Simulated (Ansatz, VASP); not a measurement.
## One calculation of BN, two programs

```
CELL_PARAMETERS angstrom
2.57687 0.00000 0.00000
-1.28844 2.23164 0.00000
0.00000 0.00000 4.26235
ATOMIC_POSITIONS crystal
B 0.66667 0.33333 0.00003
B 0.33333 0.66667 0.50003
N 0.66667 0.33333 0.37497
N 0.33333 0.66667 0.87497
```

Alike in both runs: functional r2SCAN; k mesh 12 × 12 × 8; occupations fermi-dirac, width 0.02 eV; no spin polarisation.

Ansatz relaxed the structure, and its values are those at the end. VASP's run is a single point on that final structure, the one shown.

```csv
,VASP,Ansatz
version,VASP 6.6.1,Ansatz 0.2.0
potentials or method,"VASP PAW PBE potentials, release 64 (B, N)",PAW plane waves
plane-wave cutoff (eV),520,500
valence electrons in the cell,16,16
```

```csv
,VASP,Ansatz,Ansatz less VASP
gap on the k mesh at the Fermi level (eV),5.79,5.81,+0.023
pressure (GPa),-13.1,-14.3,-1.17
```

Ansatz warned: «stress_scf_threshold_loose».

Caveats: the PAW data sets were made with another functional, which shifts forces and pressure a little (VASP). r2SCAN opens gaps a little over a GGA but as a rule still falls short of measured ones. A k mesh can miss the band edges.
